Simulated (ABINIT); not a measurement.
MgS:

```
S Mg
1.0
     0.00000    2.83312    2.83312
     2.83312    0.00000    2.83312
     2.83312    2.83312    0.00000
S Mg
1 1
Cartesian
  1.4166 1.4166 1.4166
  0.0000 0.0000 0.0000
```

The cell comes from a database or a generator and needn't be the stable form of this composition.

Base run:

- Program: ABINIT 10.8.3 (patched build)
- Functional: LDA
- Potentials or basis: JTH PAW PBE v2.0
- Cutoff: 653 eV
- k mesh: 8 × 8 × 8
- Occupations: fermi-dirac, width 0.05 eV
- Spin: no spin polarisation

Its results: band gap on the k mesh 3.17 eV, direct; pressure -1.9 GPa.

Question: The run is repeated on the same cell with these changes: functional from LDA to AM05. What comes out?

Answer: Band gap on the k mesh 3.43 eV, direct; pressure 0.2 GPa.

AM05 binds less tightly than LDA, so the same cell stands under more pressure.

Caveats: the PAW data sets were made with another functional, which shifts forces and pressure a little.
